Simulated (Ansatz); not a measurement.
Bi2Te3, DFT, PBE, all-electron LAPW, scalar-relativistic (Ansatz 0.2.0), run on 2 threads of Intel(R) Xeon(R) 6975P-C (Granite Rapids) on a shared host.

The geometry is COD entry 9012858, unchecked; take it as a test cell. The listed cell was then made from it by scaling, straining or moving an atom.

Command: `ansatz run input.yaml --threads 2 --pin off --max-ram 6144MiB --backend cpu --events-out ev --progress --plain --runs-dir out`

```yaml
crystal:
  lattice:
    - [2.1864162414, 1.2623280055, 9.94667]
    - [-2.1864162414, 1.2623280055, 9.94667]
    - [0.0, -2.524656011, 9.94667]
  atoms:
    - { symbol: Bi, position: [0.812, 0.812, 0.812] }
    - { symbol: Bi, position: [0.402, 0.402, 0.402] }
    - { symbol: Te, position: [0.611, 0.611, 0.611] }
    - { symbol: Te, position: [0.2, 0.2, 0.2] }
    - { symbol: Te, position: [0.0, 0.0, 0.0] }
kpoints:
  mp_grid: { grid: [8, 8, 8] }
  band_path:
    path:
      - [0.0, 0.0, 0.0]
      - [0.5, 0.5, 0.5]
      - [0.8225959673, 0.1774040327, 0.5]
      - [0.5, -0.1774040327, 0.1774040327]
      - [0.5, 0.0, 0.0]
      - [0.0, 0.0, 0.0]
      - [0.3387020163, -0.3387020163, 0.0]
      - [0.6612979837, 0.0, 0.3387020163]
      - [0.5, 0.0, 0.5]
    npoints: 5
scf:
  occupations: { method: fermi_dirac, width: 0.08 }
hamiltonian:
  xc: pbe
  pseudopotentials: { kind: all_electron, lapw: { basis_error: 0.001 } }
output:
  forces: true
  stress: true
  eigenvalues: true
```

Q: How large is the problem that the program sets up?

A: 65 irreducible k-points, 1145 plane waves at Γ, 88 bands.

Q: About how long does it take, and how much memory does it use?

A: 79 s of wall time for 8 SCF iterations, with a peak of 1.2 GiB. Times on shared machines scatter by tens of per cent.
